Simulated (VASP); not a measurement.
# Te2Mo: relaxation of cell and atoms with PBE

Te2Mo, a slab with vacuum:

```xyz
3
Lattice="3.5526 0.0000 0.0000 -1.7763 3.0766 0.0000 0.0000 0.0000 21.6052" Properties=species:S:1:pos:R:3 pbc="T T T"
Te    0.0000    2.0511    8.9925
Te    0.0000    2.0511   12.6127
Mo    1.7763    1.0255   10.8026
```

* Program: VASP 6.6.1
* Task: relaxation of cell and atoms
* Functional: PBE
* Potentials or basis: VASP PAW PBE potentials, release 64 (Te, Mo_sv)
* Cutoff: 600 eV
* k mesh: 12 × 12 × 1
* Occupations: gaussian, width 0.03 eV
* Spin: no spin polarisation
* Further INCAR settings: ALGO = Normal; EDIFF = 1e-07; IBRION = 2; EDIFFG = -0.005; NSW = 90; ISIF = 3

```
Largest force after relaxing : 0.005 eV/Å
Band gap on the k mesh       : 1.08 eV, direct
```

Forces in eV/Å, atoms in the order of the input:
```
Te   0.000  0.000  0.005
Te   0.000  0.000 -0.005
Mo   0.000  0.000  0.000
```

Final structure:
```
Te Mo
1.0
     3.55258    0.00000    0.00000
    -1.77629    3.07662    0.00000
     0.00000    0.00000   21.60519
Te Mo
2 1
Direct
  0.33333 0.66667 0.41622
  0.33333 0.66667 0.58378
  0.66667 0.33333 0.50000
```

Levels at points of the mesh, in eV from the valence-band top:
```csv
k point,band 9,band 10,band 11,band 12,band 13,band 14,band 15,band 16,band 17
"(0.00, 0.00, 0.00)",-1.63,-1.63,-0.87,-0.87,-0.46,3.05,3.05,3.32,3.32
"(0.50, 0.00, 0.00)",-3.28,-2.26,-1.62,-0.73,-0.31,1.40,1.73,3.26,3.64
```

It took 76 s on 1 thread of Intel(R) Xeon(R) 6975P-C (Granite Rapids), on a shared host, peak memory 0.42 GiB.

Caveat: the relaxation stopped at its first step, so nothing moved; spin-orbit coupling is left out, which moves the levels of the heavy elements. Expect the measured gap to be larger: semilocal functionals such as PBE lack the derivative discontinuity.
